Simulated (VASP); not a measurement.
Runs of VASP 6.6.1 on SnO2 (Cassiterite). Symmetry: P4_2/mnm, No. 136, tetragonal system. Conventional cell: a = 4.738 Å, b = 4.738 Å, c = 3.187 Å, α = 90.00°, β = 90.00°, γ = 90.00°. Sn (site symmetry mmm) has 6 O at 2.05 to 2.06 Å as nearest neighbours. O (site symmetry m2m) has 3 Sn at 2.05 to 2.06 Å as nearest neighbours. 

```tsv
task	level	spin	cell	k mesh	cutoff (eV)	smearing	mesh quality	gap on the mesh (eV)	pressure (GPa)	relaxed volume (Å³/atom)	largest force (eV/Å)
band structure	r2SCAN	off	as given	6 × 6 × 8	520	fermi-dirac 0.05 eV	not flagged	(b)	4.5	-	0.28
single point	PBE	off	as given	6 × 6 × 8	520	gaussian 0.012 eV	not flagged	1.27	11.8	-	0.29
relaxation of cell and atoms	optB88-vdW	off	relaxed	6 × 6 × 8	600	fermi-dirac 0.05 eV	not flagged	(a)	0.0	12.48	-
relaxation of cell and atoms	BEEF-vdW	off	relaxed	6 × 6 × 8	600	fermi-dirac 0.05 eV	not flagged	0.65	0.0	(c)	-
band structure	SCAN	off	as given	6 × 6 × 8	520	fermi-dirac 0.05 eV	not flagged	1.88	3.5	-	0.26
single point	PBE	off	as given	6 × 6 × 8	520	gaussian 0.013 eV	not flagged	1.27	11.8	-	0.29
band structure	r2SCAN	SOC, no magnetisation	as given	4 × 4 × 5	520	fermi-dirac 0.05 eV	coarse	-	4.4	-	0.28
```

Alike in all rows: potentials or basis VASP PAW PBE potentials, release 64 (Sn_d, O).

Problem. Estimate the missing entries.

Solution. (a) 0.72; (b) 1.99; (c) 12.69.

Caveats: some runs use coarse meshes; spin-orbit coupling is left out, which moves the levels of the heavy elements (some runs); the PAW data sets were made with another functional, which shifts forces and pressure a little (some runs).

A k mesh can miss the band edges, and rows without SOC leave out spin-orbit coupling on Sn.
